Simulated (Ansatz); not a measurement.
ZrO2:
```
ZrO2
1.0
    3.58447     0.00000     0.00000
    0.00000     3.58447     0.00000
    0.00000     0.00000     5.17879
Zr O
2 4
Cartesian
  0.00000   0.00000   0.00000
  1.79223   1.79223   2.58940
  0.00000   1.79223   1.54769
  0.00000   1.79223   4.13709
  1.79223   0.00000   1.04170
  1.79223   0.00000   3.63110
```

Cartesian axes are those of the cell as given.

**Question.** Give the high-frequency dielectric tensor and the Born effective charge tensors of the independent atoms from DFPT, plane-wave PAW PBEsol (Ansatz code).

**Answer.** 
ε∞:
```
5.79  0.00  0.00
0.00  5.79  0.00
0.00  0.00  5.17
```
Z* of atom 1 (Zr), rows: field, columns: displacement, in e:
```
5.76  0.00  0.00
0.00  5.76  0.00
0.00  0.00  4.96
```
Z* of atom 3 (O), rows: field, columns: displacement, in e:
```
-3.65   0.00   0.00
 0.00  -2.11   0.00
 0.00   0.00  -2.48
```

Space group P4_2/nmc. This is a known high-temperature phase of the composition, computed here at zero pressure and temperature. Symmetry was held in the PBEsol relaxation; its stability against distortions is not shown here. No spin polarisation was allowed. Scalar-relativistic: spin–orbit coupling is off unless named, which matters more the heavier the elements.

Potentials: the earlier of the program's two PAW sets. The files were generated under PBE; for other functionals the program regenerates the frozen cores, and for LDA and PBEsol the local potential too.
